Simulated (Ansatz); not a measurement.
# YN (Fm-3m) in Ansatz: notebook

The runs below take YN through single point, with PBEsol+D3(BJ).

Everything below comes from runs of Ansatz 0.2.0. Logs are shortened: lines on timing, memory, paths and dates and some standing lists are left out, and cuts for length are marked.

## Step 1: The crystal as given

Symmetry: Fm-3m, No. 225, cubic system. The conventional cell has a = 4.877 Å, b = 4.877 Å, c = 4.877 Å, α = 90.00°, β = 90.00°, γ = 90.00°. Around Y (site symmetry m-3m) lie 6 N at 2.44 Å. Around N (site symmetry m-3m) lie 6 Y at 2.44 Å.

## Step 2: Single point, PBEsol+D3(BJ), spin-orbit coupling, no magnetisation

File run.py:

```python
import json

import ase.io
import numpy as np
from ase.calculators.calculator import CalculationFailed, Calculator
from ase.stress import full_3x3_to_voigt_6_stress
from ase.units import GPa

import ansatz as az

class AnsatzCalculator(Calculator):
    implemented_properties = ["energy", "free_energy", "forces", "stress", "magmom"]

    def calculate(self, atoms, properties, system_changes):
        super().calculate(atoms, properties, system_changes)
        structure = atoms.copy()
        structure.set_constraint()
        structure.set_momenta(None)
        structure.set_masses(None)
        outcome = (
            az.Crystal.from_ase(structure)
            .calculation()
            .basis(xc_grid=2)
            .kpoints(9, 9, 9)
            .functional("pbesol", dispersion="d3bj")
            .pseudopotentials(kind="paw_fr")
            .spin("noncollinear", soc=True)
            .scf(tolerance=2e-10)
            .occupations(method="fixed")
            .forces()
            .stress()
            .run(threads=2)
        )
        if not outcome.report["converged"]:
            raise CalculationFailed("SCF not converged")
        report = outcome.report
        self.results = {
            "free_energy": report["lagrangian_ev"],
            "energy": report["lagrangian_ev"],
            "forces": np.array(report["forces_ev_ang"]),
            "stress": -GPa * full_3x3_to_voigt_6_stress(report["stress_gpa"]),
            "magmom": report["magnetization_mub"],
        }

np.set_printoptions(precision=5, suppress=True, linewidth=110)
atoms = ase.io.read("YN.cif")
atoms.info.pop("occupancy", None)
atoms.calc = AnsatzCalculator()
print(f"free energy {atoms.get_potential_energy():.6f} eV")
print("forces (eV/A)", atoms.get_forces(), sep="\n")
print("stress (GPa, Voigt, tension positive)", atoms.get_stress() / GPa, sep="\n")
print(f"moment {atoms.get_magnetic_moment():.4f} muB")
```

File YN.cif:

```cif
data_YN
_cell_length_a 3.44855977
_cell_length_b 3.44855977
_cell_length_c 3.44855977
_cell_angle_alpha 60.00000000
_cell_angle_beta 60.00000000
_cell_angle_gamma 60.00000000
_space_group_name_H-M_alt 'P1'
_space_group_name_Hall 'P 1'
_space_group_IT_number 1
loop_
_space_group_symop_operation_xyz
'x,y,z'
loop_
_atom_site_label
_atom_site_type_symbol
_atom_site_symmetry_multiplicity
_atom_site_Wyckoff_symbol
_atom_site_fract_x
_atom_site_fract_y
_atom_site_fract_z
_atom_site_occupancy
Y1 Y 1 a 0.0000000000 0.0000000000 0.0000000000 1
N1 N 1 a 0.5000000000 0.5000000000 0.5000000000 1
```

Potentials or basis: Ansatz PAW.

Launch:

```
python run.py
```

Output:

```text
DeckWarning: basis.ecutwfc = 420 eV, auto-derived from the records' recommended cutoffs: set by Y (normal level)
PlacementWarning: RAYON_NUM_THREADS=2 ignored (pool sized by the plan → 2); use plan(threads=…)
free energy -4178.605028 eV
forces (eV/A)
[[ 0. -0.  0.]
 [ 0.  0.  0.]]
stress (GPa, Voigt, tension positive)
[ 5.8354  5.8354  5.8354 -0.      0.     -0.    ]
moment 0.0000 muB
```

engine_input.yaml:

```text
crystal:
  lattice:
    - [3.44855977, 0.0, 0.0]
    - [1.7242798850000005, 2.9865403672890207, 0.0]
    - [1.7242798850000005, 0.9955134557630071, 2.815737261329905]
  atoms:
    - { symbol: "Y", position: [0.0, 0.0, 0.0] }
    - { symbol: "N", position: [0.5, 0.5, 0.5] }
basis:
  xc_grid: 2
kpoints:
  mp_grid:
    grid: [9, 9, 9]
hamiltonian:
  xc: pbesol
  dispersion: d3bj
  pseudopotentials:
    kind: paw_fr
magnetization:
  noncollinear: true
  spin_orbit: true
scf:
  convergence:
    dr2_threshold: 2.0e-10
  occupations:
    method: fixed
output:
  forces: true
  stress: true
```

It took 3.1 s on 2 threads of Arm Neoverse V1, shared host; peak memory 0.51 GiB.

Results:

* Free energy: -4178.6050 eV
* Pressure: -5.8 GPa
* Band gap on the k mesh: 0.14 eV

Caveat: odd divisions of the mesh miss points on the zone boundary, where band edges often lie, so the gap on the mesh can be too wide; the pressure holds a Pulay correction of +0.3 GPa for the finite cutoff.

## Step 3: Single point, PBEsol+D3(BJ), spin-orbit coupling, no magnetisation

File input.yaml:

```yaml
crystal:
  lattice:
    - [3.44855977, 0.0, 0.0]
    - [1.724279885, 2.9865403673, 0.0]
    - [1.724279885, 0.9955134558, 2.8157372613]
  atoms:
    - { symbol: "Y", position: [0.0, 0.0, 0.0] }
    - { symbol: "N", position: [0.5, 0.5, 0.5] }
hamiltonian:
  xc: pbesol
  pseudopotentials: { kind: paw_fr }
  dispersion: d3bj
magnetization:
  noncollinear: true
  spin_orbit: true
kpoints:
  mp_grid: { grid: [9, 9, 9] }
scf:
  occupations: { method: fixed }
output:
  forces: true
  stress: true
  eigenvalues: true
```

Potentials or basis: Ansatz PAW.

Launch:

```
ansatz run input.yaml --threads 2 --pin off --max-ram 5120MiB --backend cpu --events-out ev --progress --plain --runs-dir out
```

Run time: 2.2 s. Hardware: 2 threads of Arm Neoverse V1, shared host; peak memory 0.38 GiB.

The run converged. Its results:

```
Free energy            : -4178.6050 eV
Pressure               : -5.8 GPa
Band gap on the k mesh : 0.14 eV, indirect (least direct gap 0.51 eV)
```

Levels at points of the mesh, in eV from the valence-band top:
| k point | band 14 | band 15 | band 16 | band 17 | band 18 | band 19 |
| --- | --- | --- | --- | --- | --- | --- |
| (0.00, 0.00, 0.00) | 0.00 | 0.00 | 0.00 | 3.07 | 3.07 | 3.07 |

Caveat: odd divisions of the mesh miss points on the zone boundary, where band edges often lie, so the gap on the mesh can be too wide; the pressure holds a Pulay correction of +0.3 GPa for the finite cutoff; the PAW data sets come from PBE, with cores solved anew for the run's functional, which leaves a small shift of forces and pressure. As with any semilocal functional, this PBEsol gap is likely too small.
